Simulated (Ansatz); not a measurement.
This is a relaxation of cell and atoms with Ansatz 0.2.0 on BAs (zincblende); the level of theory is r2SCAN. The starting cell comes from a relaxation with PBE.

```yaml
crystal:
  lattice:
    - [0.0, 2.4046251118, 2.4046251118]
    - [2.4046251118, 0.0, 2.4046251118]
    - [2.4046251118, 2.4046251118, 0.0]
  atoms:
    - { symbol: B, position: [0.0, 0.0, 0.0] }
    - { symbol: As, position: [0.25, 0.25, 0.25] }
kpoints:
  mp_grid: { grid: [8, 8, 8] }
hamiltonian:
  xc: r2scan
scf:
  occupations: { method: fermi_dirac, width: 0.02 }
relax:
  f_tol: 0.005
  cell: {}
```

The output follows, shortened, with numbered blanks.
```
Pseudopotential: B, paw, valence charge 3, recommended cutoff 500 eV (meta_gga)
Pseudopotential: As, paw, valence charge 15, recommended cutoff 500 eV (meta_gga)
Functional definition: r2SCAN
Crystal: 2 atoms, lattice volume = 27.808 Å³
Basis set: ecut = 500 eV, 725 PW (Γ)
[1]
Symmetry: 24 space group operations
Space group: F-43m (ITA 216)
k-points: 29 of 512 (time reversal used)
preconditioner: auto → none  [insulator: Δε(μ)=1.371 eV  σ=0.020 eV  ℏωp=19.9 eV]
relax step 1: F+E_penalty+E_count = -5021.33658587 eV  P = -2.168 GPa  Ω = 27.808 Å³
--- Relaxed structure (3 steps of the walk, 3 accepted, 1 SCFs on fresh bases) ---
[2]
```

**Question.** Fill in the blanks. They hold the relaxed structure, the band count.

**Answer.**
```
[1]
Bands: 13, of which v1, the nominal top of the filled ones, is band 9 counted from 1 (8 counted from 0)
[2]
  F+E_penalty+E_count = -5021.33959189 eV
  cell:  # Å, volume = 27.3679 Å³
    - [0.000000, 2.391868, 2.391868]
    - [2.391868, 0.000000, 2.391868]
    - [2.391868, 2.391868, 0.000000]
  atoms:
    - { symbol: B, position: [0.000000, 0.000000, 0.000000] }
    - { symbol: As, position: [0.250000, 0.250000, 0.250000] }
```
The trailing digits, and the zero of the energies, depend on the potentials and thresholds.

Run as `ansatz run input.yaml --threads 2 --pin off --max-ram 2211MiB --backend cpu --events-out ev --progress --plain --runs-dir out`. It took 9 s on 2 threads of Arm Neoverse N1, with other jobs on the host, load about 0.8 per core; peak host memory 0.36 GiB.

No spin polarisation and no zero-point or thermal motion.
